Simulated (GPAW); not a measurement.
# ZnSe (Stilleite) (F-43m) in GPAW: single point with PBE

Aim: the single point of ZnSe (Stilleite) with PBE.

All numbers are computed with GPAW 26.7.0; they aren't measurements. Logs are shortened: lines on timing, memory, paths and dates and some standing lists are left out, and cuts for length are marked. The log counts tension as positive stress, the text compression.

**The experiment to reproduce.**

“Alloy Disordering Effects on the Thermal Conductivity and Energy Gap Temperature Dependence of Cd1−xZnxSe Ternary Crystals Grown by the Bridgman Method”, 2023, pmc:10253836 reports, for a bulk crystal of ZnSe at 300 K: band gap 2.695 ± 0.003 eV (an exciton energy, a little under the gap).

The runs below are set against these values where they give the same quantity.

**1. Starting point**

The structure is cubic, space group F-43m (No. 216). The conventional cell has a = 5.668 Å, b = 5.668 Å, c = 5.668 Å, α = 90.00°, β = 90.00°, γ = 90.00°. Se (site symmetry -43m) has 4 Zn at 2.45 Å as nearest neighbours. Zn (site symmetry -43m) is surrounded by 4 Se at 2.45 Å.

**2. Single point, PBE**

Input file run.py:

```python
from ase.dft.bandgap import bandgap
from ase.io import read, write
from ase.units import GPa
from gpaw import GPAW, PW, setup_paths

setup_paths.insert(0, '.')

atoms = read('ZnSe.cif')

calc = GPAW(mode=PW(800),
            xc='PBE',
            kpts={'size': (7, 7, 7), 'gamma': True},
            occupations={'name': 'fermi-dirac', 'width': 0.05},
            setups='sg15',
            nbands=-9,
            convergence={'density': 1e-05, 'energy': 1e-05},
            maxiter=80,
            txt='gpaw.txt')
atoms.calc = calc
energy = atoms.get_potential_energy()
forces = atoms.get_forces()
stress = atoms.get_stress()
calc.write('gs.gpw')
write('result.traj', atoms)
print(f'Energy: {energy:.6f} eV')
print('Forces (eV/A):')
print(forces.round(4))
print('Stress (GPa):', (stress / GPa).round(3))
print('Fermi level:', round(calc.get_fermi_level(), 4), 'eV')
print(f'Gap: {bandgap(calc)[0]:.4f} eV, direct: {bandgap(calc, direct=True)[0]:.4f} eV')
```

Input file ZnSe.cif:

```cif
data_ZnSe
_cell_length_a 4.00759839
_cell_length_b 4.00759839
_cell_length_c 4.00759839
_cell_angle_alpha 60.00000000
_cell_angle_beta 60.00000000
_cell_angle_gamma 60.00000000
_space_group_name_H-M_alt 'P1'
_space_group_name_Hall 'P 1'
_space_group_IT_number 1
loop_
_space_group_symop_operation_xyz
'x,y,z'
loop_
_atom_site_label
_atom_site_type_symbol
_atom_site_symmetry_multiplicity
_atom_site_Wyckoff_symbol
_atom_site_fract_x
_atom_site_fract_y
_atom_site_fract_z
_atom_site_occupancy
Se1 Se 1 a 0.7500000000 0.7500000000 0.7500000000 1
Zn1 Zn 1 a 0.0000000000 0.0000000000 0.0000000000 1
```

Potentials or basis: SG15 ONCV 1.2, pw.

On the command line:

```
$ OMP_NUM_THREADS=1 python run.py
```

gpaw.txt:

```text
__  _  _
 | _ |_)|_||  |
 |__||  | ||/\| - 26.7.0

Input parameters:
  mode=PW(ecut=800.0),
  convergence={'density': 1e-05, 'energy': 1e-05},
  kpts=MonkhorstPack(size=(7, 7, 7), gamma=True),
  maxiter=80,
  nbands=-9,
  occupations=Occupations(name='fermi-dirac', width=0.05),
  setups={'default': 'sg15'},
  xc=XC(name='PBE')

Diagonalizing LCAO Hamiltonian
Converting LCAO to pw mode

                         Se

       Zn

Atoms  # Å, Bohr magnetons
|   | symbol |        x |        y |        z |    initial magnetic moments |
|---|--------|----------|----------|----------|-----------------------------|
| 0 |     Se | 6.011398 | 3.470682 | 2.454143 | ( 0.0000,  0.0000,  0.0000) |
| 1 |     Zn | 0.000000 | 0.000000 | 0.000000 | ( 0.0000,  0.0000,  0.0000) |

Unit cell  # Å
| periodic |        x |        y |        z |  lengths |    angles |
|----------|----------|----------|----------|----------|-----------|
|      yes | 4.007598 | 0.000000 | 0.000000 | 4.007598 | 60.000000 |
|      yes | 2.003799 | 3.470682 | 0.000000 | 4.007598 | 60.000000 |
|      yes | 2.003799 | 1.156894 | 3.272190 | 4.007598 | 60.000000 |

Number of symmetries: 24
Symmetry operations  # r_c * U_cc + t_c -> r_c
|    | kind |            matrix            |
|----|------|------------------------------|
|  0 |  E   |  1, 0, 0,  0, 1, 0,  0, 0, 1 |
|  1 |  σ   |  1, 0, 0,  0, 0, 1,  0, 1, 0 |
|  2 |  σ   |  1, 0,-1,  0, 1,-1,  0, 0,-1 |
|  3 |  C3  |  1, 0,-1,  0, 0,-1,  0, 1,-1 |
|  4 |  C3  |  1,-1, 0,  0,-1, 1,  0,-1, 0 |
|  5 |  σ   |  1,-1, 0,  0,-1, 0,  0,-1, 1 |
|  6 |  σ   |  0, 1, 0,  1, 0, 0,  0, 0, 1 |
|  7 |  C3  |  0, 1, 0,  0, 0, 1,  1, 0, 0 |
|  8 |  C2  |  0, 1,-1,  1, 0,-1,  0, 0,-1 |
|  9 |  S4  |  0, 1,-1,  0, 0,-1,  1, 0,-1 |
| 10 |  C3  |  0, 0, 1,  1, 0, 0,  0, 1, 0 |
| 11 |  σ   |  0, 0, 1,  0, 1, 0,  1, 0, 0 |
| 12 |  S4  |  0, 0,-1,  1, 0,-1,  0, 1,-1 |
| 13 |  C3  |  0, 0,-1,  0, 1,-1,  1, 0,-1 |
| 14 |  S4  |  0,-1, 1,  1,-1, 0,  0,-1, 0 |
| 15 |  C2  |  0,-1, 1,  0,-1, 0,  1,-1, 0 |
| 16 |  C3  |  0,-1, 0,  1,-1, 0,  0,-1, 1 |
| 17 |  S4  |  0,-1, 0,  0,-1, 1,  1,-1, 0 |
| 18 |  S4  | -1, 1, 0, -1, 0, 1, -1, 0, 0 |
| 19 |  C3  | -1, 1, 0, -1, 0, 0, -1, 0, 1 |
| 20 |  C3  | -1, 0, 1, -1, 1, 0, -1, 0, 0 |
| 21 |  S4  | -1, 0, 1, -1, 0, 0, -1, 1, 0 |
| 22 |  σ   | -1, 0, 0, -1, 1, 0, -1, 0, 1 |
| 23 |  C2  | -1, 0, 0, -1, 0, 1, -1, 1, 0 |

BZ-sampling:
  Number of BZ points: 343
  Number of IBZ points: 20

  Monkhorst-Pack size: [7, 7, 7]
  Monkhorst-Pack shift: [0, 0, 0]

K-points  # in reciprocal-cell coordinates
|     |                                coordinates |     weight |
|-----|--------------------------------------------|------------|
|   0 | (  0.00000000,   0.00000000,   0.00000000) | 0.00291545 |
|   1 | (  0.14285714,   0.14285714,   0.00000000) | 0.01749271 |
|   2 | (  0.14285714,   0.14285714,   0.14285714) | 0.02332362 |
|   3 | (  0.28571429,   0.14285714,   0.14285714) | 0.03498542 |
|   4 | (  0.28571429,   0.28571429,   0.00000000) | 0.01749271 |
|   5 | (  0.28571429,   0.28571429,   0.14285714) | 0.06997085 |
|   6 | (  0.28571429,   0.28571429,   0.28571429) | 0.02332362 |
|   7 | (  0.42857143,  -0.28571429,  -0.28571429) | 0.03498542 |
|   8 | (  0.42857143,   0.28571429,  -0.42857143) | 0.13994169 |
|   9 | (  0.42857143,   0.28571429,  -0.28571429) | 0.06997085 |
| ... |                                            |            |
|  19 | (  0.42857143,   0.42857143,   0.42857143) | 0.02332362 |

Plane wave coefficients: 2355
Cutoff: 800.0 eV

Spin-components: 1 (collinear spins)
Bands:           22
Projectors:      12
Spin-degeneracy: 2
Datatype:        complex128

Density:
  Valence electrons: 26.0
  Components: 1
  Grid points: [27 27 27]
  Charge: 0.0  # |e|

Potential:
  Grid points: [27 27 27]

species:
  Norm-conserving UPF setup:
    Element:   Se
    Z:         34
    Valence:  6.0
  Projectors:
    l=0 rcut=3.37
    l=0 rcut=3.37
    l=1 rcut=3.37
    l=1 rcut=3.37
    l=2 rcut=3.37
    l=2 rcut=3.37
  No states stored on this setup
  Local potential cutoff: 3.3200000000000003
  Comp charge cutoff:     3.3200000000000003
  File: ./Se_ONCV_PBE-1.2.upf

    LCAO basis set for Se:
      Name: atompaw.sz
      This basis set was not loaded from a file
      Number of radial functions: 2
      Number of spherical harmonics: 4
        l=0, rc=8.9500 Bohr: 4s e=-0.634 f=2.000
        l=1, rc=8.9500 Bohr: 4p e=-0.241 f=4.000
      Number of RI-basis functions 0

  Norm-conserving UPF setup:
    Element:   Zn
    Z:         30
    Valence: 20.0
  Projectors:
    l=0 rcut=2.09
    l=0 rcut=2.09
    l=1 rcut=2.09
    l=1 rcut=2.09
    l=2 rcut=2.09
    l=2 rcut=2.09
  No states stored on this setup
  Local potential cutoff: 2.2
  Comp charge cutoff:     2.2
  File: ./Zn_ONCV_PBE-1.2.upf

    LCAO basis set for Zn:
      Name: atompaw.sz
      This basis set was not loaded from a file
      Number of radial functions: 4
      Number of spherical harmonics: 10
        l=0, rc=8.9500 Bohr: 3s e=-4.757 f=2.000
        l=0, rc=8.9500 Bohr: 4s e=-0.232 f=2.000
        l=1, rc=8.9500 Bohr: 3p e=-3.064 f=6.000
        l=2, rc=8.9500 Bohr: 3d e=-0.371 f=10.000
      Number of RI-basis functions 0

Reference energy: 0.000000  # eV

eigensolver:
  PPCG
  Converge bands: occupied
  niter=2

density mixing:
  MSR1-Mixer
  Pratt-step length: 0.05
  Maximum mixing coefficient: 0.75
  Old densities: 10
  SVD Regularization: 0.005
  Good broyden scale: 1.0
  Trust region scale: 1.0
  Backstep threshold: 4.0
  History deletion threshold: 6.0
  Fourier metric: weight=20.0, sigma=0.015

occupation numbers:
  Fermi-Dirac:
    width: 0.0500  # eV

poisson solver:
  ecut: 6400.0  # eV

xc functional:
  name: PBE with 2 nearest neighbor stencil

convergence criteria:
- Maximum integral of absolute [dens]ity change: 1e-05 electrons / valence electron
- Maximum [total energy] change in last 3 cyles: 1e-05 eV / valence electron
- Maximum integral of absolute [eigenst]ate change: 4e-08 eV^2 / valence electron
maximum number of iterations: 80

SCF iterations
|iter     | |      energy | eigst |  dens |
|---------|-|-------------|-------|-------|
|iter:   1| |-5705.741554 | +0.01 |       |
|iter:   2| |-5705.735425 | -1.55 | -1.33 |
|iter:   3| |-5705.549490 | -1.28 | -1.38 |
|iter:   4| |-5705.467361 | -1.74 | -1.67 |
|iter:   5| |-5705.466205 | -2.83 | -1.95 |
|iter:   6| |-5705.466662 | -4.37 | -2.44 |
|iter:   7| |-5705.466673 | -5.80 | -3.49 |
|iter:   8| |-5705.466677c| -6.66 | -3.88 |
|iter:   9| |-5705.466676c| -7.65c| -4.85 |
|iter:  10| |-5705.466676c| -8.36c| -5.51c|

Converged in 10 steps
Energy contributions relative to reference atoms: (reference = 0.000000)

Energy contributions:
  Kinetic:         652.482197
  Coulomb:       -6667.602093
  Zero:            862.362459
  External:          0.000000
  Xc:             -552.709240
  Entropy:          -0.000000
  Spinorbit:         0.000000
  ----------------------------
  Free energy:   -5705.466677
  Extrapolated:  -5705.466676

dipole moment: (-75.109852, -43.364693, -30.663469)  # |e|*Ang

Fermi level: 3.989
Eigenvalues  # (at kpt = [0.000, 0.000, 0.000])
| band index |      eig [eV] | occ [0-2] |
|------------|---------------|-----------|
|          0 |      -121.984 |     2.000 |
|        ... |               |           |
|          5 |        -3.238 |     2.000 |
|          6 |        -3.238 |     2.000 |
|          7 |        -3.236 |     2.000 |
|          8 |        -2.867 |     2.000 |
|          9 |        -2.867 |     2.000 |
|         10 |         3.322 |     2.000 |
[... 9 lines left out ...]
|         20 |        16.388 |     0.000 |
|         21 |        16.389 |     0.000 |

Gap: 1.273 eV
Transition (v -> c):
  (s=0, k=0, n=12, [0.00, 0.00, 0.00]) -> (s=0, k=0, n=13, [0.00, 0.00, 0.00])
No difference between direct/indirect transitions

Forces  # eV/Ang
|        x |        y |        z |
|----------|----------|----------|
| -0.00000 |  0.00000 |  0.00000 |  # Se   0
|  0.00000 | -0.00000 | -0.00000 |  # Zn   1

Stress tensor  # eV/Ang^3
|         x |         y |         z |
|-----------|-----------|-----------|
|  0.009082 | -0.000000 | -0.000000 |
|  0.000000 |  0.009082 | -0.000000 |
| -0.000000 | -0.000000 |  0.009082 |

# Writing to gs.gpw (mode='')
```

It took 23 s on 1 thread of Arm Neoverse V1, shared host; peak memory 0.17 GiB.

Results:

```yaml
Free_energy: -5705.4667 eV
Pressure: -1.5 GPa
Band_gap_on_the_k_mesh: 1.27 eV, direct
```

Levels at points of the mesh, in eV from the valence-band top:
| k point | band 9 | band 10 | band 11 | band 12 | band 13 | band 14 | band 15 | band 16 | band 17 | band 18 |
| --- | --- | --- | --- | --- | --- | --- | --- | --- | --- | --- |
| (0.00, 0.00, 0.00) | -6.19 | -6.19 | 0.00 | 0.00 | 0.00 | 1.27 | 5.80 | 5.80 | 5.80 | 9.92 |

**3. How close it comes**

Step 2. Measured gap of ZnSe: 2.695 eV (an exciton energy, a little under the gap; 300 K; “Alloy Disordering Effects on the Thermal Conductivity and Energy Gap Temperature Dependence of Cd1−xZnxSe Ternary Crystals Grown by the Bridgman Method”, 2023, pmc:10253836). This calculation gives 1.27 eV (-1.42 eV). So large a miss can be the level of theory's own, or it may mean another phase, state or a wrong row. Spin-orbit coupling on Se is left out. The value is that of PBE, without temperature or zero-point motion. Semilocal functionals fall short of measured gaps as a rule.
